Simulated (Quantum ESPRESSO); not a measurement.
**CsSnBr3: equation of state with PBEsol**

CsSnBr3:

```
Cs Sn Br
1.0
     5.83901    0.00000    0.00000
     0.00000    5.83901    0.00000
     0.00000    0.00000    5.83901
Cs Sn Br
1 1 3
Direct
  0.00000 0.00000 0.00000
  0.50000 0.50000 0.50000
  0.00000 0.50000 0.50000
  0.50000 0.50000 0.00000
  0.50000 0.00000 0.50000
```

The cell is a database's computed one.

| Property | Result |
| --- | --- |
| Program | Quantum ESPRESSO 7.5 |
| Task | equation of state |
| Functional | PBEsol |
| Potentials or basis | GBRV 1.5 PBEsol |
| Cutoff | 925 eV |
| Density cutoff | 7401 eV |
| k mesh | 5 × 5 × 5 |
| Occupations | fermi-dirac, width 0.05 eV |
| Spin | no spin polarisation |
| Mixing beta | 0.5 |
| Most SCF iterations | 120 |
| SCF threshold | 1e-09 Ry |

```json
{
 "Equilibrium volume": "38.07 Å³/atom",
 "Bulk modulus": "22 GPa",
 "Pressure derivative of the bulk modulus": "4.6"
}
```

Energy against volume, from the lowest point:
```csv
volume (Å³/atom),energy (meV/atom)
37.426,0.75
38.222,0.00
39.019,1.52
39.815,5.06
40.611,10.40
41.408,17.33
42.204,25.67
```

All runs of the series together: 12 min on 2 threads of Arm Neoverse V2, on a shared host.

Spin-orbit coupling is left out, which matters for the levels of Cs.
